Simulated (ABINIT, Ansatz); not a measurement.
# BP (F-43m): G0W0 on several meshes in ABINIT, part 2 of 2

Aim: the GW shift of BP (F-43m) against the k mesh.

ABINIT 10.8.3; PBE and many-body steps on it, plane waves. Known limits of the many-body steps: not at the basis limit; coarse k mesh.

So far. Step 4 (6×6×6): The gap on the mesh goes from 1.35 eV to 2.08 eV, a correction of +0.73 eV. Step 5 (Empty states on the mesh, 4×4×4 mesh, 185 bands): On this mesh the gap is 1.347 eV.

## 7. 4×4×4

This step: G0W0 on PBE, plane waves, norm-conserving pseudopotentials.

File run.abi:

```
acell 3*1.0 Angstrom
rprim 
  0.000000000000 2.269000000000 2.269000000000
  2.269000000000 0.000000000000 2.269000000000
  2.269000000000 2.269000000000 0.000000000000
ntypat 2
znucl 5 15
natom 2
typat 1 2
xred 
  0.000000000000 0.000000000000 0.000000000000
  0.250000000000 0.250000000000 0.250000000000
pp_dirpath "pseudos"
pseudos "B.upf, P.upf"
ecut 34
ngkpt 4 4 4
nshiftk 1
shiftk 0 0 0
kptopt 1
chksymbreak 0
istwfk *1
occopt 1
irdwfk 1
optdriver 4
nband 177
gwcalctyp 0
ecutsigx 34
symsigma 1
nkptgw 2
kptgw 
  0.0000000000 0.0000000000 0.0000000000
  0.5000000000 0.5000000000 0.0000000000
bdgw 
  2 7
  3 6
ecuteps 10.4
irdscr 1
ppmodel 1
indata_prefix "in"
outdata_prefix "out"
tmpdata_prefix "tmp"
```

Command:

```console
$ OMP_NUM_THREADS=1 mpirun -n 4 abinit run.abi > log
```

The log of the run:

```text
.Version 10.8.3 of ABINIT. v10.8.2 released Aug 2026.

 Symmetries : space group F-4 3 m (#216); Bravais cF (face-center cubic)
[... echo of the input left out ...]
== DATASET  1 ==================================================================
-   mpi_nproc: 4, omp_nthreads: 1 (-1 if OMP is not activated)

--- !DatasetInfo
iteration_state: {dtset: 1, }
dimensions: {natom: 2, nkpt: 8, mband: 177, nsppol: 1, nspinor: 1, nspden: 1, mpw: 1524, }
cutoff_energies: {ecut:  34.0, pawecutdg:  -1.0, }
electrons: {nelect:   8.00000000E+00, charge:   0.00000000E+00, occopt:   1.00000000E+00, tsmear:   1.00000000E-02, }

 SIGMA: Calculation of the GW corrections

 Based on a program developped by R.W. Godby, V. Olevano, G. Onida, and L. Reining.
 Incorporated in ABINIT by V. Olevano, G.-M. Rignanese, and M. Torrent.
.Using double precision arithmetic ; gwpc =  8

[... cell and pseudopotentials left out ...]
--------------------------------------------------------------------------------

 ==== K-mesh for the wavefunctions ====
 Number of points in the irreducible wedge :     8
[... list of points left out ...]
 Together with 24 symmetry operations and time-reversal symmetry
 yields    64 points in the full Brillouin Zone.

 ==== Q-mesh for screening function ====
 Number of points in the irreducible wedge :     8
[... list of points left out ...]
 Together with 24 symmetry operations and time-reversal symmetry
 yields    64 points in the full Brillouin Zone.

 vcoul_init : cutoff-mode = AUXILIARY_FUNCTION
 q-points for optical limit:   1
     1)      0.000010    0.000020    0.000030
 setmesh: FFT mesh size selected  =    32x   32x   32
          total number of points  =        32768

 Number of electrons calculated from density =    8.0000; Expected =    8.0000
[...]
number of omega for Sigma on real axis              0
 max omega for Sigma on real axis  [eV]           0.00
 zcut for avoiding poles [eV]                     0.10

 EPSILON^-1 parameters (SCR file):
 dimension of the eps^-1 matrix on file            259
 dimension of the eps^-1 matrix used               259
 number of plane-waves for wavefunctions          1459
 number of bands                                   177
 number of q-points in IBZ                           8
 number of frequencies                               2
 number of real frequencies                          1
 number of imag frequencies                          1

 matrix elements of self-energy operator (all in [eV])

 Perturbative Calculation

--- !SelfEnergy_ee
iteration_state: {dtset: 1, }
kpoint     : [   0.000,    0.000,    0.000, ]
spin       : 1
KS_gap     :    3.407
QP_gap     :    4.268
Delta_QP_KS:    0.861
data: !SigmaeeData |
     Band     E0 <VxcDFT>   SigX SigC(E0)      Z dSigC/dE  Sig(E)    E-E0       E
        2   7.266 -13.315 -15.260   1.135   0.792  -0.263 -13.956  -0.641   6.624
        3   7.266 -13.315 -15.260   1.135   0.792  -0.263 -13.956  -0.641   6.624
        4   7.266 -13.315 -15.260   1.135   0.792  -0.263 -13.956  -0.641   6.624
[...]
--- !SelfEnergy_ee
iteration_state: {dtset: 1, }
kpoint     : [   0.500,    0.500,    0.000, ]
spin       : 1
KS_gap     :    5.461
QP_gap     :    6.322
Delta_QP_KS:    0.862
data: !SigmaeeData |
     Band     E0 <VxcDFT>   SigX SigC(E0)      Z dSigC/dE  Sig(E)    E-E0       E
[...]
5   8.613 -10.805  -6.333  -4.398   0.805  -0.242 -10.745   0.060   8.673
        6   8.933 -10.660  -6.086  -4.436   0.810  -0.235 -10.548   0.112   9.045

== END DATASET(S) ==============================================================
================================================================================

 -outvars: echo values of variables after computation  --------
           etotal      0.0000000000E+00
            nband         177
             nkpt           8
          spgroup         216
 [... the other variables as echoed above ...]

 Calculation completed.
```

Wall time 16 s (4 MPI ranks of Intel Xeon 6975P-C (Granite Rapids), shared host); peak memory 0.8 GiB; 58 s of CPU time.

This step gave:

```
G0W0 gap on the points computed              : 2.049 eV
starting gap on the mesh                     : 1.347 eV
k of the valence top                         : 0, 0, 0
k of the conduction bottom                   : 0.5, 0.5, 0
Z at the valence top                         : 0.792
Z at the conduction bottom                   : 0.805
least direct G0W0 gap on the computed points : 4.269 eV
```

Against G0W0 in ABINIT (6×6×6 mesh, 177 bands, screening to 283 eV, Godby-Needs plasmon pole), the gap moves by −0.028 eV.

## 8. Empty states on the mesh, 8×8×8 mesh, 185 bands

This step: DFT, PBE, plane waves, norm-conserving pseudopotentials.

run.abi, as its differences from that of step 7:

```diff
@@ -15,3 +15,3 @@
 ecut 34
-ngkpt 4 4 4
+ngkpt 8 8 8
 nshiftk 1
@@ -20,20 +20,10 @@
 chksymbreak 0
+irdden 1
 istwfk *1
+nband 185
+prtvol 0
+optdriver 6
+gwr_task "HDIAGO"
+paral_kgb 0
 occopt 1
-irdwfk 1
-optdriver 4
-nband 177
-gwcalctyp 0
-ecutsigx 34
-symsigma 1
-nkptgw 2
-kptgw 
-  0.0000000000 0.0000000000 0.0000000000
-  0.5000000000 0.5000000000 0.0000000000
-bdgw 
-  2 7
-  3 6
-ecuteps 10.4
-irdscr 1
-ppmodel 1
 indata_prefix "in"
```

The log of the run:

```text
[banner, memory and clock lines left out]
.Version 10.8.3 of ABINIT. v10.8.2 released Aug 2026.

 Symmetries : space group F-4 3 m (#216); Bravais cF (face-center cubic)
[... echo of the input left out ...]
== DATASET  1 ==================================================================
-   mpi_nproc: 4, omp_nthreads: 1 (-1 if OMP is not activated)

--- !DatasetInfo
iteration_state: {dtset: 1, }
dimensions: {natom: 2, nkpt: 29, mband: 185, nsppol: 1, nspinor: 1, nspden: 1, mpw: 1524, }
cutoff_energies: {ecut:  34.0, pawecutdg:  -1.0, }
[...]
Integrated=    8.0000E+00

 === KS gaps after direct diagonalization ===
 Indirect band gap semiconductor
 Fundamental gap:     1.281 (eV)
   VBM:     7.266 (eV) at k: [ 0.0000E+00,  0.0000E+00,  0.0000E+00]
   CBM:     8.546 (eV) at k: [ 3.7500E-01,  3.7500E-01,  0.0000E+00]
 Direct gap:         3.407 (eV) at k: [ 0.0000E+00,  0.0000E+00,  0.0000E+00]

== END DATASET(S) ==============================================================

 -outvars: echo values of variables after computation  --------
           etotal      0.0000000000E+00
            nband         185
             nkpt          29
          spgroup         216
 [... the other variables as echoed above ...]

 Calculation completed.
```

Run time: 17 s. Hardware: 4 MPI ranks; peak memory 0.78 GiB; 65 s of CPU time.

Numbers from this step:

```
gap                                                           : 1.281 eV
k of the valence top                                          : 0, 0, 0
k of the conduction bottom                                    : 0.375, 0.375, 0
least direct gap                                              : 3.407 eV
k points computed                                             : 29
lowest point of the top converged band, above the valence top : 199.9429 eV
```

On this mesh the gap is 1.281 eV.

## 9. Screening, 8×8×8 mesh, 177 bands, screening to 283 eV

This step: RPA screening on PBE, plane waves, norm-conserving pseudopotentials.

run.abi, as its differences from that of step 8:

```diff
@@ -20,10 +20,11 @@
 chksymbreak 0
-irdden 1
 istwfk *1
-nband 185
-prtvol 0
-optdriver 6
-gwr_task "HDIAGO"
-paral_kgb 0
 occopt 1
+irdwfk 1
+optdriver 3
+nband 177
+ecuteps 10.4
+inclvkb 2
+awtr 1
+symchi 1
 indata_prefix "in"
```

The log of the run:

```text
.Version 10.8.3 of ABINIT. v10.8.2 released Aug 2026.

 Symmetries : space group F-4 3 m (#216); Bravais cF (face-center cubic)
[... echo of the input left out ...]
== DATASET  1 ==================================================================
-   mpi_nproc: 4, omp_nthreads: 1 (-1 if OMP is not activated)

--- !DatasetInfo
iteration_state: {dtset: 1, }
dimensions: {natom: 2, nkpt: 29, mband: 177, nsppol: 1, nspinor: 1, nspden: 1, mpw: 1524, }
cutoff_energies: {ecut:  34.0, pawecutdg:  -1.0, }
[...]
--------------------------------------------------------------------------------
[... chi0 elements left out ...]
 For q-point:  0.000010 0.000020 0.000030
  dielectric constant =   8.9152
  dielectric constant without local fields =   9.7821

  Average fulfillment of the sum rule on Im[epsilon] for q-point    1 :     94.75  [%]
[... wings left out ...]
  q-point number  2        q = ( 0.125000, 0.000000, 0.000000) [r.l.u.]
--------------------------------------------------------------------------------
[... chi0 elements left out ...]
  Average fulfillment of the sum rule on Im[epsilon] for q-point    2 :     96.00  [%]

 [... 27 further q-points ...]
```

The job ended after 5.6 min (4 MPI ranks; peak memory 2.1 GiB).

This step gave:

```yaml
eps_infinity_with_local_fields_on_this_mesh_along_the_program_s_q_direction: 8.915
the_same_without_local_fields: 9.782
plasma_frequency: 21.73 eV
plane_waves_in_the_screening_matrix: 259
```

## 10. 8×8×8

This step: G0W0 on PBE, plane waves, norm-conserving pseudopotentials.

run.abi, as its differences from that of step 9:

```diff
@@ -23,8 +23,17 @@
 irdwfk 1
-optdriver 3
+optdriver 4
 nband 177
+gwcalctyp 0
+ecutsigx 34
+symsigma 1
+nkptgw 2
+kptgw 
+  0.0000000000 0.0000000000 0.0000000000
+  0.3750000000 0.3750000000 0.0000000000
+bdgw 
+  2 7
+  3 6
 ecuteps 10.4
-inclvkb 2
-awtr 1
-symchi 1
+irdscr 1
+ppmodel 1
 indata_prefix "in"
```

The log of the run:

```text
.Version 10.8.3 of ABINIT. v10.8.2 released Aug 2026.

 Symmetries : space group F-4 3 m (#216); Bravais cF (face-center cubic)
[... echo of the input left out ...]
== DATASET  1 ==================================================================
-   mpi_nproc: 4, omp_nthreads: 1 (-1 if OMP is not activated)

--- !DatasetInfo
iteration_state: {dtset: 1, }
dimensions: {natom: 2, nkpt: 29, mband: 177, nsppol: 1, nspinor: 1, nspden: 1, mpw: 1524, }
cutoff_energies: {ecut:  34.0, pawecutdg:  -1.0, }
[...]
Band     E0 <VxcDFT>   SigX SigC(E0)      Z dSigC/dE  Sig(E)    E-E0       E
[...]
5   8.546 -11.025  -6.829  -4.107   0.805  -0.243 -10.954   0.071   8.617
        6   9.957 -10.566  -5.909  -4.522   0.807  -0.239 -10.457   0.109  10.065

== END DATASET(S) ==============================================================
================================================================================

 -outvars: echo values of variables after computation  --------
           etotal      0.0000000000E+00
            nband         177
             nkpt          29
          spgroup         216
 [... the other variables as echoed above ...]

 Calculation completed.
```

Wall time 81 s (4 MPI ranks); peak memory 2.2 GiB.

Numbers from this step:

```yaml
g0w0_gap_on_the_points_computed: 2.040 eV
starting_gap_on_the_mesh: 1.281 eV
k_of_the_valence_top: 0, 0, 0
k_of_the_conduction_bottom: 0.375, 0.375, 0
least_direct_g0w0_gap_on_the_computed_points: 4.287 eV
```

Against G0W0 in ABINIT (6×6×6 mesh, 177 bands, screening to 283 eV, Godby-Needs plasmon pole), the gap moves by −0.037 eV.

## 11. Side by side

Times are wall times on 4 MPI ranks of Intel Xeon 6975P-C (Granite Rapids), shared host, good to a factor of about two. A run's time includes the screening step that it read.

```
  run   mesh  bands  screening cutoff (eV)  DFT gap (eV)  gap on the mesh (eV)  direct (eV)  ε∞ used     time
6×6×6  6×6×6    177                    283         1.347                 2.077        4.287     9.74  1.8 min
4×4×4  4×4×4    177                    283         1.347                 2.049        4.269    12.75     28 s
8×8×8  8×8×8    177                    283         1.281                 2.040        4.287     8.92    7 min
```

## 12. What came out

```json
{
 "6×6×6": "2.077 eV",
 "4×4×4": "2.049 eV",
 "8×8×8": "2.040 eV",
 "known limits": "not at the basis limit; coarse k mesh"
}
```

4×4×4: −0.028 eV against 6×6×6. 8×8×8: −0.037 eV against 6×6×6, −0.067 eV of it in the start. Bands and cutoff are finite, so the gap is not at the basis limit. The miss can reach some tenths of an eV and take either sign; the mesh is an error of its own. In the G0W0 runs levels were corrected at 2 k points alone, so a gap called «on the mesh» is the least over those, and an edge elsewhere would be missed. A denser mesh or path gives a starting gap of 1.26 eV: the GW mesh misses a band edge, so its gaps are not the fundamental one.

[Paths, hosts, dates, memory and timing lines, banners, echoed tables and standing remarks are left out of the program output.]

[Logs are printed without paths, hosts, clocks, repeated set-up lines and the standing remarks that a program may print on its own settings, such as how far it seeks lower states.]

[Runs of the session that timed out or met a known fault of the program may be left out.]

[Hosts, paths, dates, database ids (printed as entryN), source tags and the programs' standing remarks are cut or masked in the printed files.]

[G0W0 gaps are taken among the corrected bands and points alone; a level outside them can change the order at an edge.]

[Where Ansatz stands beside ABINIT at settings called matched, ABINIT's density can come from a denser mesh and the files from another edition; pairs whose starting gaps differed by over 0.03 eV were left out, so agreement reads better than it is.]
